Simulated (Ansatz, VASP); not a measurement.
# Cross-check of CaO (Lime) between VASP and Ansatz, part 2 of 2

Wanted: the spread between two codes on one cell, functional and k mesh. The structure shown is the end of the Ansatz relaxation below.

VASP 6.6.1 and Ansatz 0.2.0.

So far. Step 3 (VASP: single point, LDA, pair 1): The run ends at a pressure of 6.69 GPa.

## (6) VASP: single point, LDA, pair 2

Level of this step: LDA; plane waves and PAW (O, Ca_sv) (VASP).

The same cell, functional (in two slightly different forms) and mesh now go to VASP, with its own data sets.

Input file INCAR:

```
SYSTEM = CaO
PREC = Accurate
ENCUT = 600
EDIFF = 1E-06
NELM = 120
ISMEAR = 0
SIGMA = 0.01
LREAL = .FALSE.
ALGO = Normal
GGA = PW92
NBANDS = 14
LORBIT = 11
LWAVE = .FALSE.
LCHARG = .FALSE.
ISIF = 2
LASPH = .TRUE.
GGA_COMPAT = .FALSE.
EFERMI = MIDGAP
KPAR = 2
```

Input file POSCAR:

```
CaO
1.0
    0.0000000000      2.2830701356      2.3899918311
    2.2830701356      0.0000000000      2.3899918311
    2.2830701356      2.2830701356      0.0000000000
O Ca
1 1
Direct
    0.5000000000      0.5000000000      0.5000000000
    0.0000000000      0.0000000000      0.0000000000
```

Input file KPOINTS:

```
Automatic mesh
0
Gamma
8 8 8
0 0 0
```

PAW data sets: O and Ca_sv (LDA family, release 64).

Run with:

```sh
$ mpirun -np 2 vasp_std
```

Numbers of over 12 decimals in the logs are rounded to 6 here.

The program printed:

```text
[banner, memory and clock lines left out]
running    2 mpi-ranks, on    1 nodes
[...]
[... a notice as in an earlier step ...]

 LDA part: xc-table for (Slater(with rela. corr.)+PW92), standard interpolation
 POSCAR, INCAR and KPOINTS ok, starting setup
[...]
entering main loop
       N       E                     dE             d eps       ncg     rms          rms(c)
DAV:   1     0.132467632962E+03    0.13247E+03   -0.92472E+03  1652   0.132E+03
DAV:   2    -0.101613081563E+02   -0.14263E+03   -0.13276E+03  1994   0.328E+02
DAV:   3    -0.157443144553E+02   -0.55830E+01   -0.55463E+01  1840   0.669E+01
DAV:   4    -0.159343747083E+02   -0.19006E+00   -0.18990E+00  2466   0.106E+01
[...]
DAV:  11    -0.141689244117E+02    0.11532E-04   -0.52418E-05  2394   0.788E-02    0.952E-03
DAV:  12    -0.141689229601E+02    0.14516E-05   -0.48613E-06  1790   0.289E-02    0.184E-03
DAV:  13    -0.141689229498E+02    0.10236E-07   -0.39683E-07   960   0.647E-03
   1 F= -.14168923E+02 E0= -.14168923E+02  d E =0.000000E+00
```

From OUTCAR (step 6):

```text
  Total        1.8520098      1.8520098      0.1069473      0.0000000      0.0000000     -0.0000000
  in kB      119.0937417    119.0937417      6.8772627      0.0000000      0.0000000     -0.0000000
  external PRESSURE =      81.6882487 kB  Pullay stress =       0.0000000 kB

 POSITION                                       TOTAL-FORCE (eV/Angst)
 -----------------------------------------------------------------------------------
      2.28307      2.28307      2.38999        -0.000000      0.000000     -0.000000
      0.00000      0.00000      0.00000         0.000000     -0.000000      0.000000
 -----------------------------------------------------------------------------------
    total drift:                                0.000000      0.000000      0.000000

  FREE ENERGIE OF THE ION-ELECTRON SYSTEM (eV)
  ---------------------------------------------------
  free  energy   TOTEN  =       -14.1689229498 eV

  energy  without entropy=      -14.1689229498  energy(sigma->0) =      -14.16892295

[... 3 further parts left out ...]
[key lines of the parts left out:]
E-fermi :   4.3781
```

The run ends at a pressure of 8.17 GPa.

## (7) Comparison

Both answers:

| quantity | Ansatz | VASP | difference |
| --- | --- | --- | --- |
| pressure (GPa) | 7.19 | 8.17 | -0.98 |
| gap on the k mesh (eV) | 3.314 | 3.285 | +0.029 |

A gap on the mesh is an upper bound, since the band edges may lie between its points.

## (8) Ansatz: relaxation, LDA

This run makes the geometry at which the two programs are then compared. The cell compared in this pair holds 24.54 Å³, against 24.92 Å³ for the pair before.

The structure compared here is the end of the Ansatz relaxation.

Input file input.yaml:

```yaml
crystal:
  lattice:
    - [0.0, 2.2595333301, 2.3899918311]
    - [2.2595333301, 0.0, 2.3899918311]
    - [2.2595333301, 2.2595333301, 0.0]
  atoms:
    - { symbol: O, position: [0.5, 0.5, 0.5] }
    - { symbol: Ca, position: [0.0, 0.0, 0.0] }
  conventional_axes: [[-1, 1, 1], [1, -1, 1], [1, 1, -1]]
kpoints:
  mp_grid: { grid: [8, 8, 8] }
hamiltonian:
  xc: lda
  pseudopotentials: { kind: paw, azcp: { folder: soft_1 }, xc_functional: pbe }
scf:
  occupations: { method: fixed }
output:
  forces: true
  stress: true
  eigenvalues: true
relax:
  adjacent_minimum: "off"
  f_tol: 0.001
  max_steps: 60
  cell: { stress_tol: 0.01, fix: [a, b, gamma] }
```

Run with:

```sh
$ ansatz run input.yaml --threads 4 --pin off --max-ram 10240MiB --backend cpu --events-out ev --progress --plain --runs-dir out
```

The program printed:

```text
[...]
Crystal: 2 atoms, lattice volume = 24.404 Å³
Basis set: ecut = 420 eV, 491 PW (Γ)
Bands: 12, of which v1, the nominal top of the filled ones, is band 8 counted from 1 (7 counted from 0)
Symmetry: 16 space group operations
[...]
k-points: 59 of 512
[...]
k-point 58: bands = [... 4 lower, -6.4805, 7.2618, 8.5511, 8.5511, 12.2919, 17.7291, 18.3710, 19.1193]
--- Relaxed structure (5 steps of the walk, 5 accepted, 2 SCFs on fresh bases) ---
[...]
cell:  # Å, volume = 24.5370 Å³
    - [0.0, 2.2595333301, 2.403003]
    - [2.2595333301, 0.0, 2.403003]
    - [2.2595333301, 2.2595333301, 0.0]
  atoms:
    - { symbol: O, position: [0.500000, 0.500000, 0.500000] }
    - { symbol: Ca, position: [0, 0, 0] }
[key lines of the parts left out:]
SCF converged after 5 iterations
Free energy (F): -2331.557495 eV
Fermi energy:    8.834764 eV
P = ⅓ Tr σ = 10.2731 GPa (102.731 kbar)
```

## (9) VASP: single point, LDA, pair 3

The same cell, functional (in two slightly different forms) and mesh now go to VASP, with its own data sets.

INCAR is that of step 6.

Input file POSCAR:

```
CaO
1.0
    0.0000000000      2.2595333301      2.4030030584
    2.2595333301      0.0000000000      2.4030030584
    2.2595333301      2.2595333301      0.0000000000
O Ca
1 1
Direct
    0.5000000000      0.5000000000      0.5000000000
    0.0000000000      0.0000000000      0.0000000000
```

KPOINTS is that of step 6.

Run with:

```sh
$ mpirun -np 2 vasp_std
```

The program printed:

```text
[... set-up lines as in an earlier step ...]
 entering main loop
       N       E                     dE             d eps       ncg     rms          rms(c)
DAV:   1     0.136242254897E+03    0.13624E+03   -0.93350E+03  1652   0.133E+03
DAV:   2    -0.967904175891E+01   -0.14592E+03   -0.13652E+03  2024   0.329E+02
DAV:   3    -0.157092005391E+02   -0.60302E+01   -0.59872E+01  1874   0.689E+01
DAV:   4    -0.159113320932E+02   -0.20213E+00   -0.20196E+00  2392   0.110E+01
[...]
DAV:  11    -0.141231713373E+02    0.71834E-05   -0.53351E-05  2406   0.781E-02    0.107E-02
DAV:  12    -0.141231694684E+02    0.18689E-05   -0.57237E-06  1960   0.324E-02    0.159E-03
DAV:  13    -0.141231694592E+02    0.91447E-08   -0.47670E-07   954   0.762E-03
   1 F= -.14123169E+02 E0= -.14123169E+02  d E =0.000000E+00
```

Parts of OUTCAR (step 9):

```text
  Total        2.5530614      2.5530614      0.1019868      0.0000000     -0.0000000      0.0000000
  in kB      166.7055353    166.7055353      6.6593626      0.0000000     -0.0000000      0.0000000
  external PRESSURE =     113.3568110 kB  Pullay stress =       0.0000000 kB

 POSITION                                       TOTAL-FORCE (eV/Angst)
 -----------------------------------------------------------------------------------
      2.25953      2.25953      2.40300         0.000000      0.000000      0.000000
      0.00000      0.00000      0.00000        -0.000000     -0.000000      0.000000
 -----------------------------------------------------------------------------------
    total drift:                                0.000000      0.000000      0.000000

  FREE ENERGIE OF THE ION-ELECTRON SYSTEM (eV)
  ---------------------------------------------------
  free  energy   TOTEN  =       -14.1231694592 eV

  energy  without entropy=      -14.1231694592  energy(sigma->0) =      -14.12316946

[... 1 part as in an earlier step ...]

[... 2 further parts left out ...]
[key lines of the parts left out:]
E-fermi :   4.4795
```

The run ends at a pressure of 11.34 GPa.

## (10) Differences

The two programs side by side:

```
              quantity  Ansatz   VASP  difference
        pressure (GPa)   10.27  11.34       -1.06
gap on the k mesh (eV)   3.267  3.236      +0.031
```

A gap on the mesh is an upper bound, since the band edges may lie between its points.

## (11) Outcome

| Property | Result |
| --- | --- |
| difference in gap on the k mesh (single point, LDA, pair 1) | 0.027 eV |
| difference in pressure (single point, LDA, pair 1) | -0.91 GPa |
| difference in gap on the k mesh (single point, LDA, pair 2) | 0.029 eV |
| difference in pressure (single point, LDA, pair 2) | -0.98 GPa |
| difference in pressure (single point, LDA, pair 3) | -1.1 GPa |

What this shows: The difference in pressure is -1.1 GPa (single point, LDA, pair 3), beyond the 1 GPa picked in this series as the mark of a large difference. What causes the difference of the single point, LDA, pair 3 pair stays open here. 5 further runs of this series are not shown here. How closely two codes agree says nothing of how well the functional describes the real material.

[Lines on the potential files, build, host, timing and source positions are cut from VASP's logs without a mark.]

[Logs are printed without paths, hosts, clocks, repeated set-up lines and the standing remarks that a program may print on its own settings, such as how far it seeks lower states.]

[Hosts, paths, dates, database ids (printed as entryN), source tags and the programs' standing remarks are cut or masked in the printed files.]
